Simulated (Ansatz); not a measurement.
Si2Ni:

```
CELL_PARAMETERS angstrom
0.00000 2.70300 2.70300
2.70300 0.00000 2.70300
2.70300 2.70300 0.00000
ATOMIC_POSITIONS crystal
Ni 0.00000 0.00000 0.00000
Si 0.75000 0.75000 0.75000
Si 0.25000 0.25000 0.25000
```

Program: Ansatz 0.2.0. Alike in all runs: cell as given; k mesh 9 × 9 × 9.

Q: Order these runs on this cell by their pressure, lowest first.
A. level revPBE+U; potentials or basis Ansatz PAW; spin collinear, ferromagnetic start; U Ni d U = 3 eV; cutoff (eV) 420; smearing fermi-dirac 0.025 eV; hubbard projectors atomic; double counting fll
B. level PBEsol+U; potentials or basis Ansatz PAW earlier set; spin collinear, program default start; U Ni d U = 7 eV; cutoff (eV) 1080; smearing gaussian 0.02 eV; hubbard projectors ortho-atomic (the default); double counting fll (the default)
C. level LDA+U; potentials or basis Ansatz PAW; spin collinear, random start; U Ni d U = 4.0 eV; cutoff (eV) 420; smearing tetrahedron; hubbard projectors ortho-atomic (the default); double counting fll (the default); other keys crystal.symmetry = detect False; scf.occupations.width = left out; …

A: C (-5.6 GPa), B (-1.1 GPa), A (5.0 GPa).

Caveats: the magnetic or orbital state may not be the lowest; the PAW data sets come from PBE, with cores solved anew for the run's functional, which leaves a small shift of forces and pressure; the U is typed as a test and isn't derived for this compound; the starting moments weren't kept (some runs); with tetrahedron occupations forces and stress needn't match the slope of the energy (some runs).

Runs at the PBE level aren't shown here.
